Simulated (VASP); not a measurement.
A run of VASP 6.6.1 is set up as follows.

File INCAR:

```
ALGO = Fast
EDIFF = 1E-7
ENCUT = 520
GGA = PS
ISIF = 2
ISMEAR = 0
LASPH = True
LCHARG = False
LREAL = False
LWAVE = False
NBANDS = 12
NELM = 100
PREC = Accurate
SIGMA = 0.15
```

Contents of KPOINTS:

```
k-points
0
Gamma
  18 18 18
```

Contents of POSCAR:

```
Cd
1.0
    0.0000000000      2.1737867550      2.2181497500
    2.2181497500      0.0000000000      2.2181497500
    2.2181497500      2.1737867550      0.0000000000
Cd
1
Direct
    0.0000000000      0.0000000000      0.0000000000
```

Potentials or basis: VASP PAW PBE potentials, release 64 (Cd).

Run with:

```console
$ cat potpaw_PBE.64/Cd/POTCAR > POTCAR
$ mpirun -np 1 vasp_std > vasp.out
```

(1) What does it give for the pressure?

(2) Estimate the band gap on the k mesh.

Results:

(1) -0.8 GPa.

(2) none (metal or under the smearing width).

Caveat: the PAW data sets were made with another functional, which shifts forces and pressure a little.
